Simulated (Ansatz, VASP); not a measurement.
**Sr in VASP and in Ansatz**

```
Sr
1.0
    -1.79283    1.79283    1.79283
     1.79283   -1.79283    1.79283
     1.79283    1.79283   -1.79283
Sr
1
Direct
  0.00000 0.00000 0.00000
```

Change from the starting cell: volume scaled by 0.45, PAW files.

Alike in both runs: task single point; functional PBEsol; k mesh 11 × 11 × 11; occupations fermi-dirac, width 0.08 eV; no spin polarisation.

|  | VASP | Ansatz |
| --- | --- | --- |
| version | VASP 6.6.1 | Ansatz 0.2.0 |
| potentials or method | VASP PAW PBE potentials, release 64 (Sr_sv) | PAW with Ansatz's default frozen-core files, scalar-relativistic |
| plane-wave cutoff (eV) | 520 | 420 |
| valence electrons in the cell | 10 | 10 |

VASP gave:

| Property | Result |
| --- | --- |
| pressure (GPa) | 33.0 |

**Question.** What did Ansatz give for the same quantities?

**Answer.** Pressure (GPa): 32.4.

With one functional, cell and mesh, what is left measures potentials, basis and numerics.

Caveats: so large a pressure means that the cell lies far from this level's equilibrium, or that cutoff or potentials fall short (VASP); the potentials were made for another functional, which shifts forces and pressure (VASP).
